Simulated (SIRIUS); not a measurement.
# Li (P6_3/mmc) in SIRIUS: equation of state, part 2 of 2

SIRIUS 7.10.0. Earlier steps stand in the parts before.

**4. Single point, PBE, 20.92 Å³/atom (volume scaled by 0.98)**

File sirius.json:

```json
{
  "control": {
    "processing_unit": "cpu",
    "verbosity": 2,
    "num_bands_to_print": 9,
    "print_forces": true,
    "print_stress": true
  },
  "parameters": {
    "electronic_structure_method": "pseudopotential",
    "xc_functionals": ["XC_GGA_X_PBE", "XC_GGA_C_PBE"],
    "gk_cutoff": 8.7,
    "pw_cutoff": 17.4,
    "ngridk": [10, 10, 5],
    "shiftk": [0, 0, 0],
    "smearing": "fermi_dirac",
    "smearing_width": 0.0018374661,
    "num_bands": 9,
    "num_mag_dims": 0,
    "num_dft_iter": 100,
    "energy_tol": 1e-08,
    "density_tol": 1e-06
  },
  "iterative_solver": {
    "type": "davidson",
    "min_tolerance": 1e-10
  },
  "mixer": {
    "type": "anderson",
    "beta": 0.7,
    "max_history": 8
  },
  "settings": {
    "tol_ne": 1e-10
  },
  "unit_cell": {
    "lattice_vectors": [
      [5.839480825198, 0.0, 0.0],
      [-2.919740412599, 5.057138739655, 0.0],
      [0.0, 0.0, 9.559780084572]
    ],
    "atom_coordinate_units": "lattice",
    "atom_types": ["Li"],
    "atom_files": {
      "Li": "Li.json"
    },
    "atoms": {
      "Li": [
        [0.6666666667, 0.3333333333, 0.75],
        [0.3333333333, 0.6666666667, 0.25]
      ]
    }
  }
}
```

Potentials or basis: PseudoDojo 0.4.1 PBE standard (scalar relativistic).

Run with:

```sh
$ upf_to_json Li.upf
$ OMP_NUM_THREADS=1 sirius.scf --input=sirius.json --output=out.json --task=0
```

The program printed:

```text
[info] SIRIUS version : 7.10.0
[info] number of MPI ranks           : 1
[info] MPI grid                      : 1 1
[info] maximum number of OMP threads : 1
[fft] FFT context for density and potential
[fft] =====================================
[fft]   comm size                             : 1
[fft]   plane wave cutoff                     : 17.4
[fft]   grid size                             : 36 36 60   total : 77760
[fft]   grid limits                           : -17 18   -17 18   -29 30
[fft]   number of G-vectors within the cutoff : 12525
[fft]   local number of G-vectors             : 12525
[fft]   number of G-shells                    : 1319
[fft] FFT context for coarse grid
[fft] =====================================
[fft]   comm size                             : 1
[fft]   plane wave cutoff                     : 17.4
[fft]   grid size                             : 36 36 60   total : 77760
[fft]   grid limits                           : -17 18   -17 18   -29 30
[fft]   number of G-vectors within the cutoff : 12525
[fft]   local number of G-vectors             : 12525
[... 376 lines left out ...]
[ground_state]  5122.870783    0.000000    0.000000
[ground_state]     0.000000 5122.870783    0.000000
[ground_state]     0.000000    0.000000 5122.830332
[ground_state] === stress_total ===
[ground_state]     3.746743   -0.000000    0.000000
[ground_state]    -0.000000    3.746743    0.000000
[ground_state]     0.000000    0.000000    5.799271
[ground_state] ==== total Forces in Ha/bohr =====
[ground_state] atom:    0, force:      -0.0000000      0.0000000      0.0000000
[ground_state] atom:    1, force:       0.0000000     -0.0000000     -0.0000000
[ground_state] ==== ultrasoft contribution from Qij =====
[ground_state] atom:    0, force:       0.0000000      0.0000000      0.0000000
[ground_state] atom:    1, force:       0.0000000      0.0000000      0.0000000
[ground_state] ==== non-local contribution from Beta-projector =====
[ground_state] atom:    0, force:       0.0000000      0.0000000      0.0000000
[ground_state] atom:    1, force:       0.0000000     -0.0000000     -0.0000000
[ground_state] ==== contribution from local potential =====
[ground_state] atom:    0, force:      -0.0000000      0.0000000      0.0000000
[ground_state] atom:    1, force:       0.0000000      0.0000000      0.0000000
[ground_state] ==== contribution from core density =====
[ground_state] atom:    0, force:       0.0000000      0.0000000      0.0000000
[ground_state] atom:    1, force:       0.0000000      0.0000000      0.0000000
[ground_state] ==== Ewald forces from ions =====
[ground_state] atom:    0, force:      -0.0000000      0.0000000      0.0000000
[ground_state] atom:    1, force:       0.0000000     -0.0000000      0.0000000
[~DFT_ground_state] local op. applied: 10983
[~DFT_ground_state] evp. work count: 5010.23
[~DFT_ground_state] number of iterative solver steps: 1739
```

Wall time 22 s (1 thread of Arm Neoverse V1, shared host); peak memory 0.25 GiB.

Results:

* Free energy: -392.0779 eV
* Pressure: -0.4 GPa
* Band gap on the k mesh: none (metal or under the smearing width)

**5. Single point, PBE, 21.77 Å³/atom (volume scaled by 1.02)**

Changes to sirius.json since step 4:

```diff
@@ -37,5 +37,5 @@
     "lattice_vectors": [
-      [5.839480825198, 0.0, 0.0],
-      [-2.919740412599, 5.057138739655, 0.0],
-      [0.0, 0.0, 9.559780084572]
+      [5.917872472354, 0.0, 0.0],
+      [-2.958936236177, 5.125027897502, 0.0],
+      [0.0, 0.0, 9.688114594073]
     ],
```

Run with:

```sh
$ upf_to_json Li.upf
$ OMP_NUM_THREADS=1 sirius.scf --input=sirius.json --output=out.json --task=0
```

It took 23 s on 1 thread of Arm Neoverse V1, shared host; peak memory 0.25 GiB.

Results (log left out):

- Free energy: -392.0708 eV
- Pressure: -0.9 GPa
- Band gap on the k mesh: none (metal or under the smearing width)

**6. Single point, PBE, 22.20 Å³/atom (volume scaled by 1.04)**

Changes to sirius.json since step 5:

```diff
@@ -37,5 +37,5 @@
     "lattice_vectors": [
-      [5.917872472354, 0.0, 0.0],
-      [-2.958936236177, 5.125027897502, 0.0],
-      [0.0, 0.0, 9.688114594073]
+      [5.95630129257, 0.0, 0.0],
+      [-2.97815064619, 5.158308232023, 0.0],
+      [0.0, 0.0, 9.751026191953]
     ],
```

Potentials or basis: PseudoDojo 0.4.1 PBE standard (scalar relativistic).

Run with:

```sh
$ upf_to_json Li.upf
$ OMP_NUM_THREADS=1 sirius.scf --input=sirius.json --output=out.json --task=0
```

Run time: 23 s. Hardware: 1 thread of Arm Neoverse V1, shared host; peak memory 0.25 GiB.

The run converged. Its results:

| Item | Value |
| --- | --- |
| Free energy | -392.0655 eV |
| Pressure | -1.1 GPa |
| Band gap on the k mesh | none (metal or under the smearing width) |

**7. Single point, PBE, 22.62 Å³/atom (volume scaled by 1.06)**

Changes to sirius.json since step 6:

```diff
@@ -37,5 +37,5 @@
     "lattice_vectors": [
-      [5.95630129257, 0.0, 0.0],
-      [-2.97815064619, 5.158308232023, 0.0],
-      [0.0, 0.0, 9.751026191953]
+      [5.994240540304, 0.0, 0.0],
+      [-2.997120270152, 5.19116458419, 0.0],
+      [0.0, 0.0, 9.813136313521]
     ],
```

Run with:

```sh
$ upf_to_json Li.upf
$ OMP_NUM_THREADS=1 sirius.scf --input=sirius.json --output=out.json --task=0
```

Wall time 22 s (1 thread of Arm Neoverse V1, shared host); peak memory 0.26 GiB.

The run converged. Its results:

```yaml
Free_energy: -392.0591 eV
Pressure: -1.3 GPa
Band_gap_on_the_k_mesh: none (metal or under the smearing width)
```

**8. Equation of state, PBE**

Potentials or basis: PseudoDojo 0.4.1 PBE standard (scalar relativistic).

No new run: the results of the series are fitted here.

What came out:

| Property | Result |
| --- | --- |
| Equilibrium volume | 20.23 Å³/atom |
| Bulk modulus at fixed shape and positions | 13.8 GPa |
| Pressure derivative of the bulk modulus | 3.3 |

Energy against volume, from the lowest point:
```
volume (Å³/atom)  energy (meV/atom)
          20.063               0.00
          20.490               0.07
          20.917               0.88
          21.344               2.36
          21.771               4.46
          22.198               7.11
          22.625              10.28
```

Caveat: the cell was scaled at fixed shape and fractional positions, which overstates the stiffness of a crystal with free parameters, most of all of layers and chains.
